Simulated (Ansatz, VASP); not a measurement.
Two plane-wave programs on N

Contents of INCAR:

```
SYSTEM = N
ALGO     = Normal         ! electronic algorithm
EDIFF    = 1E-6           ! SCF threshold, eV
ENCUT    = 520            ! plane-wave cutoff, eV
GGA      = PE             ! functional
ISIF     = 2              ! what is computed and relaxed
ISMEAR   = 0              ! smearing method
LASPH    = .TRUE.         ! aspherical terms in the spheres
LCHARG   = .FALSE.        ! write CHGCAR
LREAL    = .FALSE.        ! projectors in reciprocal space
LWAVE    = .FALSE.        ! write WAVECAR
NBANDS   = 12             ! bands
NELM     = 100            ! most SCF steps
PREC     = Accurate       ! precision mode
SIGMA    = 0.05           ! smearing width, eV
```

KPOINTS

```
k-points
0
G
  12 12 12
  0 0 0
```

The input POSCAR:

```
N
1.0
    2.6164705574      0.0000000000      0.0000000000
   -1.3082352787      2.2659299710      0.0000000000
    0.0000000000      0.0000000000      2.5401701916
N
2
Direct
    0.6666666700      0.3333333300      0.2500000000
    0.3333333300      0.6666666700      0.7500000000
```

Input for Ansatz:

```yaml
crystal:
  lattice:
    - [2.6164705574, 0.0, 0.0]
    - [-1.3082352787, 2.265929971, 0.0]
    - [0.0, 0.0, 2.5401701916]
  atoms:
    - { symbol: "N", position: [0.66666667, 0.33333333, 0.25] }
    - { symbol: "N", position: [0.33333333, 0.66666667, 0.75] }
basis:
  ecutwfc: 420
  fft_grid_basis: typed
kpoints:
  mp_grid: { grid: [12, 12, 12] }
hamiltonian:
  xc: pbe
  pseudopotentials: { kind: paw }
scf:
  occupations: { method: gaussian, width: 0.05 }
output:
  forces: true
  stress: true
  eigenvalues: true
  bader: true
  write_density: true
  volumetric_format: npy
  elf: true
```

The real solid is made of molecules; this cell is a model form.

Alike in both runs: task single point; functional PBE; k mesh 12 × 12 × 12; occupations gaussian, width 0.05 eV; no spin polarisation.

|  | VASP | Ansatz |
| --- | --- | --- |
| version | VASP 6.6.1 | Ansatz 0.2.0 |
| potentials or method | VASP PAW PBE potentials, release 64 (N) | scalar-relativistic, plane waves, PAW |
| plane-wave cutoff (eV) | 520 | 420 |
| valence electrons in the cell | 10 | 10 |

Ansatz gave:

| Item | Value |
| --- | --- |
| gap on the k mesh at the Fermi level (eV) | none |
| pressure (GPa) | -11.3 |
| largest component of the traceless stress (GPa) | 13.13 |

Problem. Estimate VASP's values.

Solution. gap on the k mesh at the Fermi level (eV): none; pressure (GPa): -11.4; largest component of the traceless stress (GPa): 13.09.

A gap of «none» marks a metal or a gap that the smearing closes. The functional is the same, so the differences come from potentials, cutoffs and numerics.
